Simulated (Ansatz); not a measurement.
# Ba: properties at the relaxed cell

One table from this session's results is given with a row withheld; the runs are named, their logs left out.

The COD entry's cell or inner coordinates are ideal or old and differ from later refinements, so a difference from it is no clean test against experiment.

Method: DFT PBE, scalar-relativistic, plane waves, PAW, in Ansatz 0.2.0.

1 further run of the same task is left out (set aside as unsound or not needed).

**Starting point**

It takes space group Im-3m (No. 229, cubic). Conventional cell: a = 5.013 Å, b = 5.013 Å, c = 5.013 Å, α = 90.00°, β = 90.00°, γ = 90.00°. Around Ba (site symmetry m-3m) lie 8 Ba at 4.34 Å.

Coordinates:

```
CELL_PARAMETERS angstrom
-2.50650 2.50650 2.50650
2.50650 -2.50650 2.50650
2.50650 2.50650 -2.50650
ATOMIC_POSITIONS crystal
Ba 0.00000 0.00000 0.00000
```

This cell was relaxed beforehand with the same method: volume 62.99 Å³/atom, gap on the mesh none (metal).

Set-up of the first run:

File input.yaml:

```yaml
crystal:
  lattice:
    - [-2.5065, 2.5065, 2.5065]
    - [2.5065, -2.5065, 2.5065]
    - [2.5065, 2.5065, -2.5065]
  atoms:
    - { symbol: Ba, position: [0.0, 0.0, 0.0] }
basis:
  ecutwfc: 420
kpoints:
  mp_grid: { grid: [12, 12, 12] }
  band_path:
    path:
      - [[0.0, 0.0, 0.0], [0.5, -0.5, 0.5], [0.0, 0.0, 0.5], [0.0, 0.0, 0.0], [0.25, 0.25, 0.25], [0.5, -0.5, 0.5]]
      - [[0.25, 0.25, 0.25], [0.0, 0.0, 0.5]]
    npoints: 14
hamiltonian:
  xc: pbe
scf:
  occupations: { method: gaussian, width: 0.1 }
  n_extra_bands: 6
output:
  forces: true
  stress: true
  eigenvalues: true
  populations: true
  dos: { projected: true, de: 0.02, nscf_kmesh: { grid: [18, 18, 18] } }
  bader: true
  write_density: true
  write_potential: true
  elf: true
  volumetric_format: npy
```

The run is started by

```
$ ansatz run input.yaml --threads 1 --pin off --max-ram 2560MiB --backend cpu --events-out ev --progress --plain --runs-dir out
```

Steps of the session up to this table: Static run: bands, density of states and charges; Point at V/V0 = 0.97; Volume × 1.03; Point at V/V0 = 0.94; Volume × 1.06.

One table of the session follows, with a row left open; its other results are not shown here.

It belongs to the step «Equation of state». 

```
volume (Å³/atom)  energy above the lowest point (meV/atom)  pressure (GPa)
          59.209                                       7.4            0.61
          61.099                                         ?               ?
          62.989                                       0.0            0.04
          64.878                                       0.9           -0.21
          66.768                                       4.6           -0.43
```

Q: Estimate the row for volume (Å³/atom) = 61.099 from the others.

Worked estimate for «energy above the lowest point (meV/atom)». A straight line through the neighbours (59.209, 7.4) and (62.989, 0.0) gives 7.4 + (0.0 − 7.4) × (61.099 − 59.209) / (62.989 − 59.209) = 3.7; a parabola fitted to 3 rows on both sides gives 2.2.

The run gave: energy above the lowest point (meV/atom): 2.0; pressure (GPa): 0.31. In «energy above the lowest point (meV/atom)» the line misses by +1.7 and the parabola by +0.2.
